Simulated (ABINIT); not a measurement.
Runs of ABINIT 10.8.3 (patched build) on Nb. The structure is cubic, space group Fm-3m (No. 225). Conventional cell: a = 4.230 Å, b = 4.230 Å, c = 4.230 Å, α = 90.00°, β = 90.00°, γ = 90.00°. Nb (site symmetry m-3m) is surrounded by 12 Nb at 2.99 Å. This isn't the form of Nb at room conditions, which is bcc.

```csv
task,level,cell,cutoff (eV),cell freedom (optcell),cutoff smearing ecutsm (Ha),optimiser (ionmov),force stop (Ha/bohr),fine-grid cutoff,gap on the mesh (eV),pressure (GPa),V0 of scaled cells (Å³/atom),B0 (GPa)
relaxation of cell and atoms,PBEsol,relaxed,435,2,0.5,2,0.0001,870.764 eV,none,0.0,-,-
equation of state,AM05,as given,517,-,-,-,-,1034.03 eV,-,-,(c),177
relaxation of cell and atoms,PBEsol,relaxed to 20 GPa,435,2,0.5,2,0.0001,870.764 eV,none,20.0,-,-
equation of state,SCAN,as given,517,-,-,-,-,1034.03 eV,-,-,18.45,173
equation of state,PBEsol,as given,517,-,-,-,-,1034.03 eV,-,-,18.08,(a)
equation of state,BLYP,as given,517,-,-,-,-,1034.03 eV,-,-,19.40,153
equation of state,r2SCAN,as given,517,-,-,-,-,1034.03 eV,-,-,18.61,(b)
```

Alike in all rows: potentials or basis JTH PAW PBE v2.0; no spin polarisation; k mesh 11 × 11 × 11; smearing fermi-dirac 0.05 eV.

Estimate the missing entries.

(a) 178; (b) 165; (c) 18.03.

Caveats: the PAW data sets were made with another functional, which shifts forces and pressure a little; pressures at fixed basis lie under the slope of the energies (some runs).

A k mesh can miss the band edges, and the runs leave out spin-orbit coupling on Nb.

A gap of «none» marks a metal or a gap under the smearing width.
